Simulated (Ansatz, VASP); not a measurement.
## Cross-check of Cu (monovacancy in Cu) between VASP and Ansatz

One calculation is typed for both programs; each brings its own data sets. How far apart do they land? Of the first pair: The structure shown is the start of the Ansatz relaxation below; VASP solves that cell, so the two are compared at the walk's first step.

Main program and level: Ansatz 0.2.0; plane waves, with VASP 6.6.1 beside it; PBE.

**1. Set-up**

The cell holds 31 atoms: 31 Cu. Cell: a = 7.262 Å, b = 7.262 Å, c = 7.262 Å, α = 90.0°, β = 90.0°, γ = 90.0°. It derives from Cu (Cu (Fm-3m)). Nearest the centre at fractional (0.500, 0.500, 0.500): Cu29 at 2.57 Å, Cu30 at 2.57 Å, Cu31 at 2.57 Å, Cu8 at 2.57 Å, Cu18 at 2.57 Å, Cu15 at 2.57 Å, Cu16 at 2.57 Å, Cu11 at 2.57 Å.

**2. Ansatz: relaxation, PBE**

Ansatz runs on its default PAW (the set named soft_2) files.

The two programs are compared at the cell with which this relaxation starts, whose forces are those of its first step.

File input.yaml:

```yaml
relax:
  f_tol: 0.02
  max_steps: 80
  escape_saddle: false
crystal:
  lattice:
    - [7.26165903, 0.0, 0.0]
    - [0.0, 7.26165903, 0.0]
    - [0.0, 0.0, 7.26165903]
  atoms:
    - { symbol: Cu, position: [0.0, 0.0, 0.0] }
    - { symbol: Cu, position: [0.0, 0.25, 0.25] }
    - { symbol: Cu, position: [0.25, 0.0, 0.25] }
    - { symbol: Cu, position: [0.25, 0.25, 0.0] }
    - { symbol: Cu, position: [0.0, 0.0, 0.5] }
    - { symbol: Cu, position: [0.0, 0.25, 0.75] }
    - { symbol: Cu, position: [0.25, 0.0, 0.75] }
    - { symbol: Cu, position: [0.25, 0.25, 0.5] }
    - { symbol: Cu, position: [0.0, 0.5, 0.0] }
    - { symbol: Cu, position: [0.0, 0.75, 0.25] }
    - { symbol: Cu, position: [0.25, 0.5, 0.25] }
    - { symbol: Cu, position: [0.25, 0.75, 0.0] }
    - { symbol: Cu, position: [0.0, 0.5, 0.5] }
    - { symbol: Cu, position: [0.0, 0.75, 0.75] }
    - { symbol: Cu, position: [0.25, 0.5, 0.75] }
    - { symbol: Cu, position: [0.25, 0.75, 0.5] }
    - { symbol: Cu, position: [0.5, 0.0, 0.0] }
    - { symbol: Cu, position: [0.5, 0.25, 0.25] }
    - { symbol: Cu, position: [0.75, 0.0, 0.25] }
    - { symbol: Cu, position: [0.75, 0.25, 0.0] }
    - { symbol: Cu, position: [0.5, 0.0, 0.5] }
    - { symbol: Cu, position: [0.5, 0.25, 0.75] }
    - { symbol: Cu, position: [0.75, 0.0, 0.75] }
    - { symbol: Cu, position: [0.75, 0.25, 0.5] }
    - { symbol: Cu, position: [0.5, 0.5, 0.0] }
    - { symbol: Cu, position: [0.5, 0.75, 0.25] }
    - { symbol: Cu, position: [0.75, 0.5, 0.25] }
    - { symbol: Cu, position: [0.75, 0.75, 0.0] }
    - { symbol: Cu, position: [0.5, 0.75, 0.75] }
    - { symbol: Cu, position: [0.75, 0.5, 0.75] }
    - { symbol: Cu, position: [0.75, 0.75, 0.5] }
basis:
  ecutwfc: 420
  xc_grid: 2
hamiltonian:
  xc: pbe
kpoints:
  mp_grid: { grid: [4, 4, 4] }
scf:
  occupations: { method: methfessel_paxton, width: 0.1 }
  max_iter: 120
output:
  forces: true
checkpoint:
  write: "../relax.run"
  compress: false
  write_wavefunctions: true
  write_every: 100000
```

Started as:

```console
> ansatz run input.yaml --threads 2 --pin off --max-ram 3768MiB --backend cpu --events-out ev --progress --plain --runs-dir out
```

Numbers of over 12 decimals in the logs are rounded to 6 here.

The program printed:

```text
Engine: ansatz 0.2.0, x86_64-unknown-linux-gnu
Pseudopotentials: kind: paw
Pseudopotential: Cu, paw, valence charge 19, recommended cutoff 420 eV (normal), Cu.paw.azcp
Functional definition: PBE
  parameter kappa = 0.804
  parameter beta = 0.066725
  exchange = pbe_x(kappa = kappa, mu = beta*pi^2/3)
  correlation = pbe_c(beta = beta)
Crystal: 31 atoms, lattice volume = 382.920 Å³
Basis set: ecut = 420 eV, 7497 PW (Γ), exchange–correlation on 100×100×100 points (8 copies of the dense FFT grid, shifted against one another)
Bands: 354, of which v1, the nominal top of the filled ones, is band 295 counted from 1 (294 counted from 0)
Symmetry: 48 space group operations
Space group: Pm-3m (ITA 221), of the structure as read, at distance tolerance 7.3e-5 Å
k-points: 10 of 64
Non-local potential: Cu, projectors of the file, l = 0: 3, l = 1: 2, l = 2: 3, l = 3: 1
PAW form: soft (Blöchl's): semilocal exchange-correlation on the pseudo side does not see the compensation charge
PAW one-centre angular grid: Cu, 590 points (default); XC on 64 Gauss nodes
Initial density: superposition of atomic densities (neutral atoms: chi_scale 0, normalization atom), corrected by the library's trained network
Initial wavefunctions: pseudopotential atomic-orbital guess
Functional: x = pbe(κ = 0.804, μ = 0.219515), c = pbe(β = 0.066725)
SCF iter   1: F=—  HF=-205379.233488 eV  |F-HF|=—  |Δ(HF+E_count)|=         —  Δρ=2.51e-3  dr2=1.97e-2  ethr=1.77e-3  ⟨swp⟩=4.9  Hψ=11352  notcnv=0  defer=150
preconditioner: auto → LDOS  [metal: Δε(μ)=0.030 eV  Ē_g=9.857 eV  σ=0.100 eV  W_gap=0.25  n_scr=170 (ndim 8)  ℏωp=35.0 eV  f_vac=0.016  D(μ)=11.63/eV (n_scr^D=80)  β→1.0]
SCF iter   2: F=—  HF=-205379.241111 eV  |F-HF|=—  |Δ(HF+E_count)|=   7.62e-3  S|Δr|=    0.00e0  Δρ=4.21e-3  dr2=4.03e-2  ethr=3.34e-6  ⟨swp⟩=2.2  Hψ=7046  notcnv=0  defer=220
SCF iter   3: F=—  HF=-205379.235804 eV  |F-HF|=—  |Δ(HF+E_count)|=   5.31e-3  S|Δr|=    0.00e0  Δρ=2.17e-3  dr2=1.14e-2  ethr=3.34e-6  ⟨swp⟩=2.0  Hψ=5881  notcnv=0  defer=220
SCF iter   4: F=—  HF=-205379.233884 eV  |F-HF|=—  |Δ(HF+E_count)|=   1.92e-3  S|Δr|=    0.00e0  Δρ=6.90e-4  dr2=1.16e-3  ethr=1.94e-6  ⟨swp⟩=2.0  Hψ=4483  notcnv=0  defer=220
SCF iter   5: F=—  HF=-205379.232468 eV  |F-HF|=—  |Δ(HF+E_count)|=   1.42e-3  S|Δr|=    0.00e0  Δρ=1.79e-4  dr2=8.92e-5  ethr=1.97e-7  ⟨swp⟩=2.1  Hψ=4789  notcnv=0  defer=220
SCF iter   6: F=-205379.232454 eV  HF=-205379.232456 eV  |F-HF|=2.24e-6  |Δ(HF+E_count)|=   1.18e-5  S|Δr|=    0.00e0  Δρ=3.35e-5  dr2=3.30e-6  ethr=1.70e-9  ⟨swp⟩=3.1  Hψ=13113  notcnv=0
SCF 1 converged in 6 iterations: F = -205379.232454 eV  dr2 = 3.30e-6
  greatest PAW one-centre occupation: 1.000 electrons in one spin orbital (limit 2), on the Cu atom at site 30 (counted from 0), in its partial waves of l = 0
relax step   1: F+E_penalty+E_count = -205379.23245404 eV  Δ(F+E_penalty+E_count) = +0.000e0 eV  max|allowed force component| = 1.125e-1 eV/Å  Δτ_max = 0.0000 Å  (6 SCF iters, dr2 threshold 1.00e-5 eV, accepted)
Initial density: handed on by an earlier stage of this run
Initial wavefunctions: those handed on with the density
iter 1 solved again at ethr=4.56e-7 eV; its pass at ethr=3.10e-3 eV (dr2=2.69e-3 eV) is discarded
SCF iter   1: F=—  HF=-205379.251159 eV  |F-HF|=—  |Δ(HF+E_count)|=         —  Δρ=1.30e-3  dr2=2.72e-3  ethr=4.56e-7  ⟨swp⟩=2.2  Hψ=12485  notcnv=0  defer=307
preconditioner: auto → LDOS  [metal: Δε(μ)=0.032 eV  Ē_g=9.850 eV  σ=0.100 eV  W_gap=0.27  n_scr=170 (ndim 8)  ℏωp=35.0 eV  f_vac=0.015  D(μ)=11.77/eV (n_scr^D=80)  β→1.0]
SCF iter   2: F=—  HF=-205379.249966 eV  |F-HF|=—  |Δ(HF+E_count)|=   1.19e-3  S|Δr|=    0.00e0  Δρ=4.34e-4  dr2=7.81e-4  ethr=4.56e-7  ⟨swp⟩=2.0  Hψ=5759  notcnv=0  defer=307
SCF iter   3: F=—  HF=-205379.248439 eV  |F-HF|=—  |Δ(HF+E_count)|=   1.53e-3  S|Δr|=    0.00e0  Δρ=4.94e-4  dr2=6.76e-4  ethr=1.33e-7  ⟨swp⟩=2.0  Hψ=5858  notcnv=0  defer=307
SCF iter   4: F=—  HF=-205379.248334 eV  |F-HF|=—  |Δ(HF+E_count)|=   1.06e-4  S|Δr|=    0.00e0  Δρ=8.96e-5  dr2=4.12e-5  ethr=1.15e-7  ⟨swp⟩=2.0  Hψ=4645  notcnv=0  defer=307
SCF iter   5: F=—  HF=-205379.248327 eV  |F-HF|=—  |Δ(HF+E_count)|=   7.03e-6  S|Δr|=    0.00e0  Δρ=2.16e-5  dr2=1.98e-6  ethr=7.00e-9  ⟨swp⟩=2.1  Hψ=4680  notcnv=0  defer=307
SCF iter   6: F=-205379.248326 eV  HF=-205379.248327 eV  |F-HF|=6.51e-7  |Δ(HF+E_count)|=   9.63e-9  S|Δr|=    0.00e0  Δρ=1.59e-5  dr2=6.17e-7  ethr=1.34e-10  ⟨swp⟩=4.4  Hψ=11797  notcnv=0
SCF 2 converged in 6 iterations: F = -205379.248326 eV  dr2 = 6.17e-7
  greatest PAW one-centre occupation: 1.000 electrons in one spin orbital (limit 2), on the Cu atom at site 29 (counted from 0), in its partial waves of l = 0
relax step   2: F+E_penalty+E_count = -205379.24832586 eV  Δ(F+E_penalty+E_count) = -1.587e-2 eV  max|allowed force component| = 7.366e-2 eV/Å  Δτ_max = 0.0091 Å  (6 SCF iters, dr2 threshold 7.91e-7 eV, accepted)
[...]
k-point 9: bands = [... 291 lower, 16.6368, 16.7816, 16.7816, 16.7816, 16.7825, 16.7825, 16.7825, 16.7850, ... 55 higher]
--- Relaxed structure (3 steps of the walk, 3 accepted, 0 SCFs on fresh bases) ---
  F+E_penalty+E_count = -205379.25947711 eV   max|allowed force component| = 1.206e-3 eV/Å
  atoms:
    - { symbol: Cu, position: [0, 0, 0] }
    - { symbol: Cu, position: [0, 0.250849, 0.250849] }
    - { symbol: Cu, position: [0.250849, 0, 0.250849] }
    - { symbol: Cu, position: [0.250849, 0.250849, 0] }
    - { symbol: Cu, position: [0, 0, 0.5] }
    - { symbol: Cu, position: [0, 0.250849, 0.749151] }
    - { symbol: Cu, position: [0.250849, 0, 0.749151] }
    - { symbol: Cu, position: [0.252528, 0.252528, 0.5] }
    - { symbol: Cu, position: [0, 0.5, 0] }
    - { symbol: Cu, position: [0, 0.749151, 0.250849] }
    - { symbol: Cu, position: [0.252528, 0.5, 0.252528] }
    - { symbol: Cu, position: [0.250849, 0.749151, 0] }
    - { symbol: Cu, position: [0, 0.5, 0.5] }
    - { symbol: Cu, position: [0, 0.749151, 0.749151] }
    - { symbol: Cu, position: [0.252528, 0.5, 0.747472] }
    - { symbol: Cu, position: [0.252528, 0.747472, 0.5] }
    - { symbol: Cu, position: [0.5, 0, 0] }
    - { symbol: Cu, position: [0.5, 0.252528, 0.252528] }
    - { symbol: Cu, position: [0.749151, 0, 0.250849] }
    - { symbol: Cu, position: [0.749151, 0.250849, 0] }
    - { symbol: Cu, position: [0.5, 0, 0.5] }
    - { symbol: Cu, position: [0.5, 0.252528, 0.747472] }
    - { symbol: Cu, position: [0.749151, 0, 0.749151] }
    - { symbol: Cu, position: [0.747472, 0.252528, 0.5] }
    - { symbol: Cu, position: [0.5, 0.5, 0] }
    - { symbol: Cu, position: [0.5, 0.747472, 0.252528] }
    - { symbol: Cu, position: [0.747472, 0.5, 0.252528] }
    - { symbol: Cu, position: [0.749151, 0.749151, 0] }
    - { symbol: Cu, position: [0.5, 0.747472, 0.747472] }
    - { symbol: Cu, position: [0.747472, 0.5, 0.747472] }
    - { symbol: Cu, position: [0.747472, 0.747472, 0.5] }
```

Reading the cycles: dr2 is the Hartree energy of the density residual (eV), the measure of convergence; HF is the Harris–Foulkes estimate of the energy, which meets the free energy F at convergence.

**3. VASP: single point, PBE, start cell, pair 1**

The same cell, functional, mesh and smearing now go to VASP, with its own data sets.

Lines of VASP's logs that name or quote its potential files are left out, and so is its time.

File INCAR:

```
SYSTEM = Cu
PREC = Accurate
ENCUT = 520
EDIFF = 1E-06
NELM = 120
ISMEAR = 1
SIGMA = 0.1
LREAL = Auto
ALGO = Normal
GGA = PE
NBANDS = 200
LASPH = .TRUE.
LORBIT = 11
LWAVE = .FALSE.
LCHARG = .FALSE.
ISIF = 2
GGA_COMPAT = .FALSE.
KPAR = 4
```

File POSCAR:

```
Cu
1.0
    7.2616590263      0.0000000000      0.0000000000
    0.0000000000      7.2616590263      0.0000000000
    0.0000000000      0.0000000000      7.2616590263
Cu
31
Direct
    0.0000000000      0.0000000000      0.0000000000
    0.0000000000      0.2500000353      0.2500000353
    0.2500000353      0.0000000000      0.2500000353
    0.2500000353      0.2500000353      0.0000000000
    0.0000000000      0.0000000000      0.5000000000
    0.0000000000      0.2500000353      0.7499999647
    0.2500000353      0.0000000000      0.7499999647
    0.2500000353      0.2500000353      0.5000000000
    0.0000000000      0.5000000000      0.0000000000
    0.0000000000      0.7499999647      0.2500000353
    0.2500000353      0.5000000000      0.2500000353
    0.2500000353      0.7499999647      0.0000000000
    0.0000000000      0.5000000000      0.5000000000
    0.0000000000      0.7499999647      0.7499999647
    0.2500000353      0.5000000000      0.7499999647
    0.2500000353      0.7499999647      0.5000000000
    0.5000000000      0.0000000000      0.0000000000
    0.5000000000      0.2500000353      0.2500000353
    0.7499999647      0.0000000000      0.2500000353
    0.7499999647      0.2500000353      0.0000000000
    0.5000000000      0.0000000000      0.5000000000
    0.5000000000      0.2500000353      0.7499999647
    0.7499999647      0.0000000000      0.7499999647
    0.7499999647      0.2500000353      0.5000000000
    0.5000000000      0.5000000000      0.0000000000
    0.5000000000      0.7499999647      0.2500000353
    0.7499999647      0.5000000000      0.2500000353
    0.7499999647      0.7499999647      0.0000000000
    0.5000000000      0.7499999647      0.7499999647
    0.7499999647      0.5000000000      0.7499999647
    0.7499999647      0.7499999647      0.5000000000
```

File KPOINTS:

```
Automatic mesh
0
Gamma
4 4 4
0 0 0
```

Potentials, in the order of the species: Cu (PBE family, release 64).

Started as:

```console
> mpirun -np 4 vasp_std
```

The program printed:

```text
[banner, memory and clock lines left out]
running    4 mpi-ranks, on    1 nodes
[...]
LDA part: xc-table for (Slater+PW92), standard interpolation
 POSCAR, INCAR and KPOINTS ok, starting setup
[...]
entering main loop
       N       E                     dE             d eps       ncg     rms          rms(c)
DAV:   1     0.389524216568E+04    0.38952E+04   -0.13556E+05  4000   0.302E+03
DAV:   2     0.642596494012E+03   -0.32526E+04   -0.31612E+04  4000   0.678E+02
DAV:   3    -0.770187532249E+02   -0.71962E+03   -0.67912E+03  4000   0.312E+02
DAV:   4    -0.140111114140E+03   -0.63092E+02   -0.58961E+02  4224   0.122E+02
[...]
DAV:  18    -0.114435710962E+03    0.11743E-04   -0.13906E-04  4512   0.839E-02    0.158E-02
DAV:  19    -0.114435709022E+03    0.19399E-05   -0.46884E-05  4368   0.637E-02    0.878E-03
DAV:  20    -0.114435708442E+03    0.58008E-06   -0.71769E-06  3856   0.356E-02
   1 F= -.11443571E+03 E0= -.11443588E+03  d E =0.510206E-03
```

Parts of OUTCAR (step 3):

```text
  Total       -1.3146524     -1.3146524     -1.3146524      0.0000000     -0.0000000      0.0000000
  in kB       -5.5006492     -5.5006492     -5.5006492      0.0000000     -0.0000000      0.0000000
  external PRESSURE =      -5.5006492 kB  Pullay stress =       0.0000000 kB

 POSITION                                       TOTAL-FORCE (eV/Angst)
 -----------------------------------------------------------------------------------
      0.00000      0.00000      0.00000         0.000000      0.000000     -0.000000
      0.00000      1.81542      1.81542         0.000000      0.031319      0.031319
      1.81542      0.00000      1.81542         0.031319      0.000000      0.031319
      1.81542      1.81542      0.00000         0.031319      0.031319      0.000000
      0.00000      0.00000      3.63083         0.000000      0.000000     -0.000000
      0.00000      1.81542      5.44624         0.000000      0.031319     -0.031319
      1.81542      0.00000      5.44624         0.031319      0.000000     -0.031319
      1.81542      1.81542      3.63083         0.115533      0.115533     -0.000000
      0.00000      3.63083      0.00000         0.000000      0.000000     -0.000000
      0.00000      5.44624      1.81542         0.000000     -0.031319      0.031319
      1.81542      3.63083      1.81542         0.115533      0.000000      0.115533
      1.81542      5.44624      0.00000         0.031319     -0.031319     -0.000000
      0.00000      3.63083      3.63083         0.000000      0.000000     -0.000000
      0.00000      5.44624      5.44624         0.000000     -0.031319     -0.031319
[...]
-----------------------------------------------------------------------------------
    total drift:                                0.000000      0.000000      0.000000

  FREE ENERGIE OF THE ION-ELECTRON SYSTEM (eV)
  ---------------------------------------------------
  free  energy   TOTEN  =      -114.4357084416 eV

  energy  without entropy=     -114.4362186478  energy(sigma->0) =     -114.43587851

[... 3 further parts left out ...]
[key lines of the parts left out:]
E-fermi :   7.0041
```

The run ends at a pressure of -0.55 GPa, with forces up to 0.16 eV/Å.

**4. Side by side**

Known differences besides the potentials themselves: the data sets hold 589 valence electrons in Ansatz (on its default PAW (the set named soft_2) files) and 341 in VASP; the cutoff is 420 eV in Ansatz and 520 eV in VASP (PREC = Accurate, projectors in real space). Total energies have different zeros and are not compared.

Forces on 7 of the 31 atoms, those with the largest forces and the largest differences (eV/Å; atoms numbered as in POSCAR):

```csv
atom,"Ansatz x, y, z","VASP x, y, z"
Cu8,"0.113, 0.113, 0.000","0.116, 0.116, 0.000"
Cu11,"0.113, 0.000, 0.113","0.116, 0.000, 0.116"
Cu15,"0.113, 0.000, -0.113","0.116, 0.000, -0.116"
Cu16,"0.113, -0.113, 0.000","0.116, -0.116, 0.000"
Cu22,"0.000, 0.113, -0.113","0.000, 0.116, -0.116"
Cu24,"-0.113, 0.113, 0.000","-0.116, 0.116, 0.000"
Cu31,"-0.113, -0.113, 0.000","-0.116, -0.116, 0.000"
```

The forces differ by 1.5 meV/Å r.m.s., which is 2.5 % of the r.m.s. force of 0.061 eV/Å (both taken over all components).

(Part 1 of 2 ends here.)

[Lines on the potential files, build, host, timing and source positions are cut from VASP's logs without a mark.]

[Logs are printed without paths, hosts, clocks, repeated set-up lines and the standing remarks that a program may print on its own settings, such as how far it seeks lower states.]

[Hosts, paths, dates, database ids (printed as entryN), source tags and the programs' standing remarks are cut or masked in the printed files.]
